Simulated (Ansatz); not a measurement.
An Ansatz input:

```yaml
crystal:
  lattice:
    - [0.0, 1.9177060564, 1.9177060564]
    - [1.9177060564, 0.0, 1.9177060564]
    - [1.9177060564, 1.9177060564, 0.0]
  atoms:
    - { symbol: Ru, position: [0.0, 0.0, 0.0], spin: 1.0 }
hamiltonian:
  xc: mr2scan
  pseudopotentials:
    kind: paw
    azcp:
      Ru: "pseudopotentials/Ru.paw.azcp"
basis:
  ecutwfc: 500
  fft_grid_basis: typed
kpoints:
  mp_grid: { grid: [16, 16, 16], shift: [0, 0, 0] }
magnetization:
  spin_polarized: true
scf:
  occupations: { method: fermi_dirac, width: 0.05 }
  lower_state_search: "off"
output:
  stress: true
  write_density: true
  write_potential: true
  elf: true
  volumetric_format: npy
```

Output

```
Engine: ansatz 0.2.0, x86_64-unknown-linux-gnu
Pseudopotentials: kind: paw
Pseudopotential: Ru, paw, valence charge 16, recommended cutoff 500 eV (meta_gga) 
Functional definition: m-r2SCAN
  exchange = m_r2scan_x
  correlation = m_r2scan_c
Crystal: 1 atoms, lattice volume = 14.105 Å³
Basis set: ecut = 500 eV, 339 PW (Γ), exchange–correlation on 80×80×80 points (64 copies of the dense FFT grid, shifted against one another)
Bands: 13, of which v1, the nominal top of the filled ones, is band 8 counted from 1 (7 counted from 0)
Symmetry: 48 space group operations
Space group: Fm-3m (ITA 225), of the structure as read, at distance tolerance 2.4e-5 Å
Magnetic group: BNS 225.116 (UNI 1618), of the structure as read, at distance tolerance 2.4e-5 Å
k-points: 145 of 4096
Non-local potential: Ru, projectors of the file, l = 0: 3, l = 1: 2, l = 2: 2, l = 3: 1
PAW form: soft (Blöchl's): semilocal exchange-correlation on the pseudo side does not see the compensation charge
PAW frozen core: Ru, regenerated for the run's functional (the file was generated under x = pbe(κ = 0.804, μ = 0.2195149727645171), c = pbe(β = 0.06672455060314922))
PAW one-centre angular grid: Ru, 590 points (default); XC on 160 Gauss nodes
Initial density: superposition of atomic densities (chi_scale 0.1, normalization cell)
Starting moments: Σ|m| = 1 μB on 1 of 1 site
Initial wavefunctions: pseudopotential atomic-orbital guess
Functional: x = mr2scan, c = mr2scan; τ floored in thin density (d = 2e-4 eV/Å³)
SCF iter   1: F=-5889.861884 eV  HF=-5890.905401 eV  |F-HF|=1.04e0  |Δ(HF+E_count)|=         —  Δρ=9.76e-2 (↑9.76e-2 ↓3.31e-2)  dr2=1.76e0  dr2_τ=3.63e-2  dr2_m=2.82e-1  M=0.353 μB ∫|m|=0.353 μB  β_m=0.30  ethr=3.10e-3  ⟨swp⟩=6.2  Hψ=22472  notcnv=0
SCF iter   2: F=-5890.473729 eV  HF=-5890.456675 eV  |F-HF|=1.71e-2  |Δ(HF+E_count)|=   4.49e-1  Δρ=4.96e-2 (↑4.96e-2 ↓2.62e-2)  dr2=2.16e-1  dr2_τ=1.01e-2  dr2_m=1.49e-1  M=0.330 μB ∫|m|=0.331 μB  β_m=0.30  ethr=3.10e-3  ⟨swp⟩=2.8  Hψ=10414  notcnv=0  defer=145  κ⁻¹=1.0e0(r=1)
SCF iter   3: F=-5890.542262 eV  HF=-5890.494449 eV  |F-HF|=4.78e-2  |Δ(HF+E_count)|=   3.78e-2  Δρ=2.79e-2 (↑2.79e-2 ↓2.79e-2)  dr2=1.47e-2  dr2_τ=3.29e-3  dr2_m=9.21e-2  M=0.278 μB ∫|m|=0.278 μB  β_m=0.30  ethr=1.35e-3  ⟨swp⟩=2.4  Hψ=7575  notcnv=0  defer=145  κ⁻¹=1.6e-3(r=2)
SCF iter   4: F=-5890.546419 eV  HF=-5890.526386 eV  |F-HF|=2.00e-2  |Δ(HF+E_count)|=   3.19e-2  Δρ=2.40e-2 (↑1.84e-2 ↓2.40e-2)  dr2=6.72e-3  dr2_τ=1.02e-3  dr2_m=5.76e-2  M=0.235 μB ∫|m|=0.235 μB  β_m=0.30  ethr=9.16e-5  ⟨swp⟩=2.4  Hψ=8194  notcnv=0  defer=145  κ⁻¹=9.1e-5(r=3)
SCF iter   5: F=-5890.553694 eV  HF=-5890.537264 eV  |F-HF|=1.64e-2  |Δ(HF+E_count)|=   1.09e-2  Δρ=1.73e-2 (↑1.73e-2 ↓1.71e-2)  dr2=5.11e-5  dr2_τ=6.81e-4  dr2_m=3.82e-2  M=0.197 μB ∫|m|=0.197 μB  β_m=0.30  ethr=4.20e-5  ⟨swp⟩=2.5  Hψ=7790  notcnv=0  defer=145  κ⁻¹=7.1e-6(r=4)
SCF iter   6: F=-5890.556726 eV  HF=-5890.545794 eV  |F-HF|=1.09e-2  |Δ(HF+E_count)|=   8.53e-3  Δρ=1.41e-2 (↑1.41e-2 ↓1.38e-2)  dr2=1.24e-4  dr2_τ=3.99e-4  dr2_m=2.52e-2  M=0.165 μB ∫|m|=0.165 μB  β_m=0.30  ethr=3.19e-7  ⟨swp⟩=2.1  Hψ=5929  notcnv=0  defer=144  κ⁻¹=1.5e-6(r=5)
SCF iter   7: F=-5890.558861 eV  HF=-5890.551538 eV  |F-HF|=7.32e-3  |Δ(HF+E_count)|=   5.74e-3  Δρ=1.16e-2 (↑1.12e-2 ↓1.16e-2)  dr2=6.64e-5  dr2_τ=2.57e-4  dr2_m=1.67e-2  M=0.139 μB ∫|m|=0.139 μB  β_m=0.30  ethr=3.19e-7  ⟨swp⟩=2.0  Hψ=5975  notcnv=0  defer=144  κ⁻¹=3.7e-8(r=6)
SCF iter   8: F=-5890.560362 eV  HF=-5890.555366 eV  |F-HF|=5.00e-3  |Δ(HF+E_count)|=   3.83e-3  Δρ=9.37e-3 (↑9.37e-3 ↓9.31e-3)  dr2=4.32e-5  dr2_τ=1.67e-4  dr2_m=1.12e-2  M=0.116 μB ∫|m|=0.116 μB  β_m=0.54  ethr=3.19e-7  ⟨swp⟩=2.0  Hψ=5439  notcnv=0  defer=144
...
WARN: the starting moments were not kept: the SCF closed with an absolute magnetisation of 2.0e-5 μB, where they sum to 1 μB in size (1 site). That is at most 0.1 of that sum. Measured as dr2_m measures the in/out step, that magnetisation stands 3.4e-10 eV from none, at or under the dr2_threshold of 1.0e-7 eV: it is no larger than a step whose dr2_m would equal this threshold. The system may hold no moment; this SCF shows only that its start led to no more than that. To try another start: raise the starting moments (crystal.atoms[].spin, magnetization.per_species, magnetization.initial_magnetization, or on a non-collinear deck that types none of these the spinor_matrix: blocks that start its atoms; where the total moment is fixed, keep their sum and leave initial_magnetization as it is; typed ones take the place of any that the run laid by itself, positive ones on a crystal's lanthanoids without a Hubbard term where scf.initial_density.shell_occupations: [] is typed) or, if the notice of its spin-set hold's release reads "site moments contracting" or "site moments show no strong build", lengthen the hold (scf.mixing.spin_hold: { on: { confirm: 4 } }; for m-r²SCAN on two components see the key's manual first). Each may lead to a state that holds a moment. A second SCF, from the converged charge density, with the starting moments and any scf.initial_density.shell_occupations laid on it anew, would have followed, and was not run: the deck does not ask for one (magnetization.retry_lost_moments is false, the default). To let it run, set magnetization.retry_lost_moments: true and run the deck again, where that key's refused combinations let it; where memory then withholds it, that run's warning says so.
SCF 1 converged in 17 iterations: F = -5890.563904 eV  dr2 = 2.51e-12
this state was not tested for a lower state beside it, because the mixer in use, unlike msr1, does not test its closes by its own steps (another_mixer; see scf.mixing.algorithm and scf.lower_state_search)
SCF converged after 17 iterations
Magnetization: -0.0000 μB (8.0000 up, 8.0000 down)
Absolute magnetization: 0.0000 μB (∫|ρ↑−ρ↓|, with the PAW one-centre terms)
Spin contamination: 0.0000 ħ² per cell (⟨S²⟩ above its minimum at these occupations)
Per-site moments (μB) at R_I (Å): [(-1.994889882357779e-5, 1.1187189393624353)]
Free energy (F): -5890.563904 eV
Harris-Foulkes:  -5890.563904 eV  (|F-HF|=8.92e-9)
Internal energy: -5890.554634 eV  (E = F + TS)
E sigma→0 (E₀):  -5890.559269 eV
Entropy (-TS):   -0.009269 eV (-9.269 meV/atom)
Fermi energy:    22.252706 eV
--- Per-component energies (eV) ---
  E_band       = -84.207535
  E_kinetic    = 512.616960
  E_local      = -1295.855028  (includes V_loc(G=0)·N_el)
  E_nonlocal   = 342.898901
  E_hartree    = 415.838024
  E_xc         = -183.604920
  E_vxc        = -265.976942  (∫ρ·V_xc dr)
  E_paw        = -3478.825668  (= ΣΔE_a)
  E_vpaw       = -228.308986  (= ΣTr[D̂ρ^β])
  E_aug_tail   = 0.000101  (compensation charges beyond the density's cutoff)
  E_vtau       = 18.741428  (kinetic-family band-sum trace: ∫τ·v_τ [+ j·A + Jᵃ·Aᵃ] dr)
  E_ewald      = -2203.312049
  E_core_change = -0.310956  (= ΣΔE_core)
  E_smearing   = -0.009269  (= −TS)
  E_closure    = -0.000000  (closes the sum)
  Σ components = -5890.563904   (vs F -5890.563904, Δ=0.00e0)
--- Stress (GPa, compression-positive) ---
      -11.931507       0.000000       0.000000
        0.000000     -11.931507       0.000000
       -0.000000      -0.000000     -11.931507
  P = ⅓ Tr σ = -11.9315 GPa (-119.315 kbar)
--- Band table (eV; the first three rows and the last of 290) ---
  k-point 0 ↑: bands = ["-52.9252", "-21.5387", "-21.5387", "-21.5387", "14.2169", "19.6910", "19.6910", "19.6910", "22.0724", "22.0724", "37.6978", "43.4637", "43.4637"]
  k-point 1 ↑: bands = ["-52.9188", "-21.5787", "-21.5440", "-21.5440", "14.3847", "19.6042", "19.7606", "19.7606", "22.0293", "22.0293", "37.9683", "42.6894", "43.7261"]
  k-point 2 ↑: bands = ["-52.9008", "-21.6920", "-21.5588", "-21.5588", "14.8581", "19.3972", "19.9336", "19.9336", "21.9464", "21.9464", "38.6851", "41.1301", "44.4858"]
  k-point 144 ↓: bands = ["-52.7011", "-22.1997", "-22.1997", "-21.9167", "17.3573", "18.7910", "18.7910", "21.7399", "24.4355", "32.8494", "32.8494", "34.5069", "36.1131"]
```

Launched by

```sh
ansatz run input.yaml --threads 2 --pin off --max-ram 6144MiB --backend cpu --events-out ev --progress --plain --runs-dir out
```

On 2 threads of Intel(R) Xeon(R) 6975P-C (Granite Rapids) (shared host) this took about 4.9 s of wall time and 9 s of CPU time, with 0.36 GiB at the peak.
